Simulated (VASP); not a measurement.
A run of VASP 6.6.1 is set up as follows.

File INCAR:

```
SYSTEM = Bi
ADDGRID = .False.
ALGO = Normal
EDIFF = 1E-8
ENCUT = 900
ISIF = 2
ISMEAR = 1
LASPH = .True.
LCHARG = .False.
LMIXTAU = .True.
LREAL = .False.
LWAVE = .False.
METAGGA = R2SCAN
NELM = 100
PREC = Accurate
SIGMA = 0.1
```

Contents of KPOINTS:

```
k-points
0
Gamma
  17 17 17
  0 0 0
```

POSCAR

```
Bi
1.0
   -1.9814305318      1.9814305318      1.9814305318
    1.9814305318     -1.9814305318      1.9814305318
    1.9814305318      1.9814305318     -1.9814305318
Bi
1
Direct
    0.0000000000      0.0000000000      0.0000000000
```

Potentials or basis: VASP PAW PBE potentials, release 64 (Bi_d).

Command:

```sh
$ cat potpaw_PBE.64/Bi_d/POTCAR > POTCAR
$ mpirun -np 1 vasp_std > vasp.out
```

Q: Predict the pressure.

A: 0.2 GPa.

Q: Estimate the band gap on the k mesh.

A: None (metal or under the smearing width).

Caveat: the PAW data sets were made with another functional, which shifts forces and pressure a little; spin-orbit coupling is left out, which moves the levels of the heavy elements.
